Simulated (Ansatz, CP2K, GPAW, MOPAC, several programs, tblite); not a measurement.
**What each method gives for Mg₂Ge (antifluorite)**

Mg₂Ge built on the antifluorite prototype, relaxed with r2SCAN in Ansatz, was computed with several methods. Space group Fm-3m (No. 225), cubic; a = 6.366 Å in the conventional setting, 21.50 Å³ an atom. Ge is surrounded by 8 Mg at 2.76 Å; Mg is surrounded by 4 Ge at 2.76 Å. No spin polarisation and no zero-point or thermal motion.

```cif
data_structure
_symmetry_space_group_name_H-M 'Fm-3m'
_symmetry_Int_Tables_number 225
_cell_length_a 6.3662
_cell_length_b 6.3662
_cell_length_c 6.3662
_cell_angle_alpha 90.000
_cell_angle_beta 90.000
_cell_angle_gamma 90.000
_cell_volume 258.01
loop_
_atom_site_label
_atom_site_type_symbol
_atom_site_symmetry_multiplicity
_atom_site_Wyckoff_symbol
_atom_site_fract_x
_atom_site_fract_y
_atom_site_fract_z
_atom_site_occupancy
Ge1 Ge 4 a 0.00000 0.00000 0.00000 1
Mg1 Mg 8 c 0.25000 0.75000 0.75000 1
```

Gaps and times are for a single point on this cell; volume and bulk modulus come from each method's own relaxation or energy curve at fixed shape. Times are rough, from shared hosts (Arm Neoverse V1), and each method has its own mesh and cell size. PM6 (MOPAC), PM7 (MOPAC), GFN1-xTB (tblite) treat a cluster of cells at its zone centre, which samples few k points: where these miss a band edge, the gap comes out too large for that reason alone. Gaps from k meshes are read at a limited set of points (mesh, symmetry points, PBE's band edges), so each method's own least gap may be somewhat smaller. xTB and the PM methods were fitted mostly to molecules, and can miss a solid's gap by electronvolts. Minimal bases can be far off for gaps. GLLB-SC's gap includes the derivative discontinuity. d marks a direct gap, i an indirect one (no mark: not told apart), a dash a value that wasn't computed or didn't pass its checks.

| method | kind | gap (eV) | own volume (Å³/atom) | bulk modulus (GPa) | atoms computed | processor time |
| --- | --- | --- | --- | --- | --- | --- |
| light PBE (260 eV and a coarse mesh) | light plane-wave | 0.10 i | – | – | 3 | 0.89 s |
| PBE | semilocal | 0.14 i | 22.04 | 50 | 3 | 2.8 s |
| PM6 (MOPAC) | semi-empirical | 7.51 | – | – | 96 | 4.4 s |
| PM7 (MOPAC) | semi-empirical | 5.52 | – | – | 96 | 6 s |
| r2SCAN | semilocal | 0.44 i | 21.50 | 56 | 3 | 7.8 s |
| GFN1-xTB (tblite) | tight binding | 0 | – | – | 96 | 11 s |
| GLLB-SC (GPAW) | model potential | 0.51 | – | – | 3 | 12 s |
| PBE/DZVP (CP2K) | small basis | 0.40 i | – | – | 3 | 13 s |
| PBE/single zeta (GPAW) | small basis | 0.38 i | – | – | 3 | 13 s |
| PBE/SZV (CP2K) | small basis | overlap 1.12 | – | – | 3 | 15 s |

Against r2SCAN (0.44 eV) and with closed or daggered gaps left aside, the nearest gap at the points sampled is that of PBE/DZVP (CP2K) (-0.04 eV) and the farthest that of PM6 (MOPAC) (+7.07 eV). r2SCAN is only a yardstick of convenience: semilocal gaps usually lie below measured ones, which GLLB-SC and hybrids aim to mend.

Runs without a result: GFN2-xTB (tblite) (single point).

Spin-orbit coupling is left out.
